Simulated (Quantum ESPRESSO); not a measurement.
**LiH (Fm-3m): zone-centre phonons**

Which modes does LiH (Fm-3m) have at the zone centre?

Main program and level: Quantum ESPRESSO 7.5; DFT LDA, scalar-relativistic, plane waves, PseudoDojo norm-conserving pseudopotentials.

Most raw output is cut from this account.

The database entry behind the starting cell differs from later determinations by our own check (the deuteride, about 0.2 % short), so it need not match the best structure at ambient conditions.

## Step 1: Starting point

The structure is cubic, space group Fm-3m (No. 225). Conventional cell: a = 4.074 Å, b = 4.074 Å, c = 4.074 Å, α = 90.00°, β = 90.00°, γ = 90.00°. Nearest to Li lie 6 H at 2.04 Å. Nearest to H lie 6 Li at 2.04 Å. Farther neighbours are not listed.

## Step 2: A first look

Before anything dear is run, a loose run with smearing shows whether this is a metal and how far the cell is from rest.

The input, probe.in:

```
&control
   calculation = 'scf'
   prefix = 'x'
   outdir = './tmp'
   pseudo_dir = './pseudo'
   tprnfor = .true.
   tstress = .true.
   verbosity = 'high'
/
&system
   ibrav = 0
   nat = 2
   ntyp = 2
   ecutwfc = 74.0
   occupations = 'smearing'
   smearing = 'gaussian'
   degauss = 0.01
/
&electrons
   conv_thr = 1.0d-07
   mixing_beta = 0.7
   electron_maxstep = 100
/
ATOMIC_SPECIES
 Li      6.9400  Li.upf
 H       1.0080  H.upf
CELL_PARAMETERS angstrom
     0.000000000    2.036750000    2.036750000
     2.036750000    0.000000000    2.036750000
     2.036750000    2.036750000    0.000000000
ATOMIC_POSITIONS crystal
 Li     0.000000000   0.000000000   0.000000000
 H      0.500000000   0.500000000   0.500000000
K_POINTS automatic
 8 8 8 0 0 0
```

Run with:

```sh
> OMP_NUM_THREADS=1 mpirun -n 4 pw.x -nk 4 -in probe.in > probe.out
```

The job ended after 2.6 s (4 MPI ranks of Intel Xeon at 2.50GHz (Skylake/Cascade Lake), shared host; 8.7 s of CPU time).

Numbers from this step:

```
volume per atom   : 8.449 Å³
pressure          : -4.1 GPa
gap on the k-mesh : 2.660 eV
```

A gap of 2.7 eV opens on this mesh, so the crystal is taken as an insulator; the start stands at -4.1 GPa.

## Step 3: Relaxation

The relaxation runs at a cutoff a fifth above that of the response, since stress converges more slowly with the basis than frequencies do. Forces and stress are brought to rest with tight thresholds.

The input, relax.in:

```
&control
   calculation = 'vc-relax'
   prefix = 'x'
   outdir = './tmp'
   pseudo_dir = './pseudo'
   tprnfor = .true.
   tstress = .true.
   forc_conv_thr = 2.0d-05
   etot_conv_thr = 1.0d-07
   nstep = 40
/
&system
   ibrav = 0
   nat = 2
   ntyp = 2
   ecutwfc = 89
   occupations = 'fixed'
   nbnd = 4
/
&electrons
   conv_thr = 1.0d-11
   mixing_beta = 0.7
   electron_maxstep = 100
/
&ions
/
&cell
   press_conv_thr = 0.2
/
ATOMIC_SPECIES
 Li      6.9400  Li.upf
 H       1.0080  H.upf
CELL_PARAMETERS angstrom
     0.000000000    2.036750000    2.036750000
     2.036750000    0.000000000    2.036750000
     2.036750000    2.036750000    0.000000000
ATOMIC_POSITIONS crystal
 Li     0.000000000   0.000000000   0.000000000
 H      0.500000000   0.500000000   0.500000000
K_POINTS automatic
 8 8 8 0 0 0
```

Run with:

```sh
> OMP_NUM_THREADS=1 mpirun -n 4 pw.x -nk 4 -in relax.in > relax.out
```

Elapsed: 15 s, on 4 MPI ranks.

Step by step:

| step | energy less that of the first step (eV) | largest force (eV/Å) | pressure (GPa) | volume (Å³) |
| --- | --- | --- | --- | --- |
| 1 | 0.0000 | 0.0000 | -4.07 | 16.90 |
| 2 | -0.0082 | 0.0000 | -3.50 | 16.55 |
| 3 | -0.0180 | 0.0000 | -2.56 | 16.04 |
| 4 | -0.0262 | 0.0000 | -0.90 | 15.29 |
| 5 | -0.0272 | 0.0000 | 0.08 | 14.91 |
| 6 | -0.0272 | 0.0000 | 0.00 | 14.94 |
| 7 | -0.0272 | 0.0000 | 0.00 | 14.94 |
| 8 | -0.0272 | 0.0000 | 0.00 | 14.94 |

| conventional cell, symmetrised | before | after | change |
| --- | --- | --- | --- |
| a (Å) | 4.074 | 3.910 | -4.0 % |
| b (Å) | 4.074 | 3.910 | -4.0 % |
| c (Å) | 4.074 | 3.910 | -4.0 % |
| volume (Å³/atom) | 8.45 | 7.47 | -11.6 % |

Final coordinates:

```
CELL_PARAMETERS angstrom
0.00000 1.95481 1.95481
1.95481 0.00000 1.95481
1.95481 1.95481 0.00000
ATOMIC_POSITIONS crystal
Li 0.00000 0.00000 0.00000
H 0.50000 0.50000 0.50000
```

The last row of the table of steps is pw.x's closing run on a basis chosen anew for the final cell, so its energy can jump.

Read from the output:

- volume per atom: 7.470 Å³
- pressure: -0.002 GPa
- gap on the k-mesh: 2.544 eV

The volume changes by -11.6 % from the cell with which this run began.

## Step 4: Self-consistent run for the response

The response is built on this ground state, so it is converged far tighter than an energy would need. With a gap, occupations are fixed, which also allows the response to an electric field.

The input, scf.in:

```
&control
   calculation = 'scf'
   prefix = 'x'
   outdir = './tmp'
   pseudo_dir = './pseudo'
   tprnfor = .true.
   tstress = .true.
/
&system
   ibrav = 0
   nat = 2
   ntyp = 2
   ecutwfc = 74.0
   occupations = 'fixed'
   nbnd = 4
/
&electrons
   conv_thr = 1.0d-12
   mixing_beta = 0.7
   electron_maxstep = 100
/
ATOMIC_SPECIES
 Li      6.9400  Li.upf
 H       1.0080  H.upf
CELL_PARAMETERS angstrom
     0.000000000    1.954808807    1.954808807
     1.954808807    0.000000000    1.954808807
     1.954808807    1.954808807    0.000000000
ATOMIC_POSITIONS crystal
 Li     0.000000000   0.000000000   0.000000000
 H      0.500000000   0.500000000   0.500000000
K_POINTS automatic
 8 8 8 0 0 0
```

Run with:

```sh
> OMP_NUM_THREADS=1 mpirun -n 4 pw.x -nk 4 -in scf.in > scf.out
```

Run time: 4.4 s. Hardware: 4 MPI ranks.

This step gave:

- pressure: -0.04100 GPa

The cell stands at -0.041 GPa, close enough for phonons.

## Step 5: Linear response at Γ

At q = 0 one unit cell holds all displacements; symmetry groups them into irreducible representations that are solved one by one. The response to a field gives ε∞ and the Born charges, which polar modes need.

The input, ph.in:

```
phonons
&inputph
   prefix = 'x'
   outdir = './tmp'
   fildyn = 'g.dyn'
   tr2_ph = 1.0d-18
   epsil = .true.
/
0.000000000000 0.000000000000 0.000000000000
```

Run with:

```sh
> OMP_NUM_THREADS=1 mpirun -n 4 ph.x -nk 4 -in ph.in > ph.out
```

Run time: 28 s. Hardware: 4 MPI ranks; 78 s of CPU time.

Read from the output:

* miss of the charge sum rule: 0.009630 e
* largest acoustic frequency at the zone centre before the sum rule: 0.91 cm⁻¹
* highest optical zone-centre mode (no LO-TO term): 646.0 cm⁻¹
* lowest optical zone-centre mode: 646.0 cm⁻¹
* mean high-frequency dielectric constant: 5.196
* largest Born charge in size (third of the trace): 1.045 e

Born charge (rows field, columns displacement), before the sum rule (e), principal values of the symmetric part by kind of site:

| atom | atoms with these values | low | middle | high | mean |
| --- | --- | --- | --- | --- | --- |
| Li1 | 1 | 1.04 | 1.04 | 1.04 | 1.04 |
| H2 | 1 | -1.05 | -1.05 | -1.05 | -1.05 |

In full for Li1:

```
1.04 0.00 0.00
0.00 1.04 0.00
0.00 0.00 1.04
```

High-frequency dielectric tensor:

```
5.20 0.00 0.00
0.00 5.20 0.00
0.00 0.00 5.20
```

The acoustic modes at Γ come out as far as 0.9 cm⁻¹ from zero, where they should vanish, a small numerical error; the Born charges miss their sum rule by 0.0096 e, which is good.

## Step 6: Zone-centre analysis

A rigid shift of the crystal must cost nothing, but grids and finite bases break this; the acoustic sum rule is imposed before the matrix is diagonalised again. With Born charges the intensities follow, and the static dielectric tensor.

The input, dynmat.in:

```
&input
   fildyn = 'g.dyn'
   asr = 'simple'
   fileig = 'dynmat.eig'
   lperm = .true.
/
```

Run with:

```sh
> dynmat.x -in dynmat.in > dynmat.out
```

It took 1 s on 1 thread.

Numbers from this step:

- mean static dielectric constant: 14.90

Unit eigenvectors of the mass-weighted matrix after the sum rule; no LO-TO term. The modes at Γ (shares of kinetic energy by element, %):

| mode | frequency (cm⁻¹) | symmetry | Li % | H % |
| --- | --- | --- | --- | --- |
| 1 | 0.0 | acoustic | 87 | 13 |
| 2 | 0.0 | acoustic | 87 | 13 |
| 3 | 0.0 | acoustic | 87 | 13 |
| 4 | 646.0 | T1u | 13 | 87 |
| 5 | 646.0 | T1u | 13 | 87 |
| 6 | 646.0 | T1u | 13 | 87 |

Displacements in mode 6 (646.0 cm⁻¹), the largest set to 1:
```
Li1  0.00  0.00 -0.15
H2   0.00  0.00  1.00
```

Degenerate modes summed, no LO-TO term. Lines of the infrared spectrum (strongest = 100):

| position (cm⁻¹) | lines merged | label | IR intensity, relative |
| --- | --- | --- | --- |
| 646 | 3 | T1u | 100 |

Static dielectric tensor (ions relaxed, fixed cell):

```
14.90  0.00  0.00
 0.00 14.90  0.00
 0.00  0.00 14.90
```

The rule moves no optical mode by more than 0.1 cm⁻¹.

## Step 7: The LO-TO splitting (1 0 0)

A longitudinal polar mode sets up a macroscopic field that stiffens it; the term hangs on the direction from which q goes to zero.

The input, dynmat.in:

```
&input
   fildyn = 'g.dyn'
   asr = 'simple'
   fileig = 'dynmat.eig'
   q(1) = 1.0
   q(2) = 0.0
   q(3) = 0.0
/
```

Run with:

```sh
> dynmat.x -in dynmat.in > dynmat.out
```

Run time: 1.3 s. Hardware: 1 thread.

Numbers from this step:

```
highest mode moved by the LO-TO term : 1094 cm⁻¹
```

Zone-centre frequencies as printed; negative means imaginary. Modes:

| mode | frequency (cm⁻¹) |
| --- | --- |
| 1 | 0 |
| 2 | 0 |
| 3 | 0 |
| 4 | 646 |
| 5 | 646 |
| 6 | 1094 |

The field moves one mode, from 646 to 1094 cm⁻¹; the others stay.

## Step 8: What came out

| Quantity | Value |
| --- | --- |
| space group after relaxation | Fm-3m |
| volume per atom | 7.47 Å³ |
| gap on the k-mesh | 2.54 eV |
| highest optical zone-centre mode (no LO-TO term) | 646.0 cm⁻¹ |
| highest mode moved by the LO-TO term | 1094 cm⁻¹ |
| mean high-frequency dielectric constant | 5.20 |
| largest Born charge in size (third of the trace) | 1.05 e |
| mean static dielectric constant | 14.9 |
| imaginary optical modes at the zone centre (no q mesh in this session) | none |

In words: At the LDA level the optical modes of LiH (Fm-3m) at the zone centre (no LO-TO term) lie at 646 cm⁻¹. Along the directions run, the highest mode that the macroscopic field moves lies at 1094 cm⁻¹. Lattice motion raises the mean dielectric constant from 5.196 to 14.90. The Lyddane-Sachs-Teller relation holds: (ωLO/ωTO)² is 2.87 and ε₀/ε∞ is 2.87. Left out of this account: PBE with PseudoDojo NC, since it is gradient-corrected and no frozen-mode check or second program bears its response out; PBEsol with PseudoDojo NC, since it is gradient-corrected and no frozen-mode check or second program bears its response out. What is said of the levels holds for those shown. These are harmonic frequencies at zero temperature: anharmonic shifts and linewidths and thermal expansion are left out.

[Host names and launcher messages were left out of these logs when they were recorded.]

[Logs are printed without paths, hosts, clocks, repeated set-up lines and the standing remarks that a program may print on its own settings, such as how far it seeks lower states.]

[Hosts, paths, dates, database ids (printed as entryN), source tags and the programs' standing remarks are cut or masked in the printed files.]
